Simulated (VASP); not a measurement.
A run of VASP 6.6.1 is set up as follows.

The input POSCAR:

```
NiO
1.0
    0.0000000000      2.0859016414      2.0859016414
    2.0859016414      0.0000000000      2.0859016414
    2.0859016414      2.0859016414      0.0000000000
Ni O
1 1
Direct
    0.0000000000      0.0000000000      0.0000000000
    0.5000000000      0.5000000000      0.5000000000
```

INCAR.step1

```
SYSTEM = NiO
PREC = Accurate ; ENCUT = 600
EDIFF = 1E-8 ; ISMEAR = -1
SIGMA = 0.05 ; LREAL = .False.
LASPH = .True. ; NELM = 100
ALGO = Normal ; ISIF = 3
LWAVE = .False. ; LCHARG = .False.
ISPIN = 2 ; MAGMOM = 1 0
LORBIT = 11 ; LMAXMIX = 4
GGA = PS ; IBRION = 2
NSW = 40 ; EDIFFG = -0.002
```

The input INCAR.step2:

```
SYSTEM = NiO
PREC = Accurate ; ENCUT = 600
EDIFF = 1E-8 ; ISMEAR = -1
SIGMA = 0.05 ; LREAL = .False.
LASPH = .True. ; NELM = 100
ALGO = Normal ; ISIF = 3
LWAVE = .False. ; LCHARG = .False.
ISPIN = 2 ; MAGMOM = 1 0
LORBIT = 11 ; LMAXMIX = 4
GGA = PS ; IBRION = 6
NFREE = 2 ; POTIM = 0.015
NSW = 1
```

The input KPOINTS:

```
Automatic mesh
0
Gamma
  8 8 8
  0 0 0
```

Potentials or basis: VASP PAW PBE potentials, release 64 (Ni, O).

Command:

```sh
$ cat potpaw_PBE.64/Ni/POTCAR potpaw_PBE.64/O/POTCAR > POTCAR
$ cp INCAR.step1 INCAR
$ mpirun -np 1 vasp_std > vasp.out
$ cp CONTCAR POSCAR
$ cp INCAR.step2 INCAR
$ mpirun -np 1 vasp_std > vasp.out
```

Q: Predict the elastic constants C11, C12, C44.

A: 311, 178, 44 GPa.

Q: What does it give for the Voigt bulk modulus?

A: 222 GPa.

Q: Estimate the space group after relaxing (to 0.05 Å).

A: Fm-3m (No. 225).

Q: Estimate the net moment.

A: 0.80 μB per cell.

Clamped-ion elastic tensor (GPa):
```
311 178 178   0   0   0
178 311 178   0   0   0
178 178 311   0   0   0
  0   0   0  44   0   0
  0   0   0   0  44   0
  0   0   0   0   0  44
```

Caveat: the PAW data sets were made with another functional, which shifts forces and pressure a little; a cell with one magnetic atom can't hold antiferromagnetic order, which such compounds often take.
